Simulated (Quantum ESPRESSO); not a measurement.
A run of Quantum ESPRESSO 7.5:

File pw.in:

```
&CONTROL
  calculation = 'scf'
  prefix = 'pwscf'
  outdir = './tmp'
  pseudo_dir = './pseudo'
  tprnfor = .true.
  tstress = .true.
  disk_io = 'nowf'
/
&SYSTEM
  ibrav = 0
  nat = 2
  ntyp = 2
  ecutwfc = 104
  nbnd = 21
  input_dft = 'revpbe'
  occupations = 'smearing'
  smearing = 'gaussian'
  degauss = 0.00367493
  nspin = 2
  starting_magnetization(1) = 0.1765
  starting_magnetization(2) = 0
/
&ELECTRONS
  conv_thr = 8d-08
  electron_maxstep = 100
  mixing_beta = 0.7
  mixing_ndim = 20
/
ATOMIC_SPECIES
Co    58.9332 Co.upf
O     15.9990 O.upf
CELL_PARAMETERS angstrom
   0.0000000000    2.3436418400    2.3436418400
   2.3436418400    0.0000000000    2.3436418400
   2.3436418400    2.3436418400    0.0000000000
ATOMIC_POSITIONS crystal
Co     0.0000000000    0.0000000000    0.0000000000
O      0.2500000000    0.2500000000    0.2500000000
K_POINTS automatic
7 7 7 0 0 0
HUBBARD {ortho-atomic}
U Co-3d 2.0
```

Potentials or basis: PseudoDojo 0.4 SR PBEsol stringent.

Command:

```sh
$ OMP_NUM_THREADS=1 mpirun -n 2 pw.x -nk 2 -in pw.in > pw.out
```

Hardware: 2 MPI ranks on Arm Neoverse V2, on a shared host.

**Question.** How long does it take, and how much memory?

**Answer.** Wall time 29 s on 2 MPI ranks on Arm Neoverse V2 (shared host), peak memory 0.26 GiB a rank. Counts: scf iterations 13, k pools 2, bands 21, k points 20, g dense 24933.
